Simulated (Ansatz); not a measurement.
**Tuning gaps by epitaxial strain**

Plane-wave DFT in Ansatz, PBE, scalar-relativistic PAW potentials, cutoff 420 eV, no spin-orbit coupling; no spin polarisation. Equal strain along a and b of the conventional cell, c and the atoms relaxed; gaps sought over the whole zone.

```csv
crystal,strain: gap (eV)
Si (P6_3/mmc),-4.5 %: 0.209; -3.0 %: 0.431; -1.5 %: 0.453; +0.0 %: 0.451; +1.5 %: 0.439; +3.0 %: 0.417; +4.5 %: 0.221
AlN (P6_3mc),-4.5 %: 4.438; -3.0 %: 4.410; -1.5 %: 4.333; +0.0 %: 4.034; +1.5 %: 3.735; +3.0 %: 3.445; +4.5 %: 3.168
SiC (P6_3mc),-6.0 %: 1.351; -4.0 %: 1.726; -2.0 %: 2.042; +0.0 %: 2.307; +2.0 %: 2.447; +4.0 %: 2.169; +6.0 %: 1.910
AgI (P6_3mc),-4.5 %: 1.257; -3.0 %: 1.308; -1.5 %: 1.343; +0.0 %: 1.367; +1.5 %: 1.384; +3.0 %: 1.396; +4.5 %: 1.407
```

Q: What are the slopes on either side of zero strain, and why can they differ?

A: Si (P6_3/mmc) -1 and -8; AlN (P6_3mc) -199 and -199; SiC (P6_3mc) +133 and +70; AgI (P6_3mc) +16 and +11 meV per % (over the first step on the compressive side, then on the tensile side; a positive slope means the gap grows as the plane is stretched). The slope drops from the first side to the second in SiC (P6_3mc). The gap is the smallest distance between any valence top and conduction valley, so its slope drops where another pair takes over. In SiC (P6_3mc) the strain keeps the symmetry, so nothing splits at zero; most likely two bands or valleys cross within a step of it. Relaxations kept the strained cell's symmetry, so distortions at large strain weren't sought, and coherent films seldom hold more than 2 to 3 %. The slope of one pair of band edges is as a rule more reliable than the Kohn–Sham gap, while the strain at which pairs cross shifts with the functional.

Spin-orbit coupling, left out, matters for the members with heavy elements.

Cost: about 16 core-minutes for the runs cited, on Intel Xeon Platinum 8259CL (Skylake/Cascade Lake), Arm Neoverse V1 (shared hosts).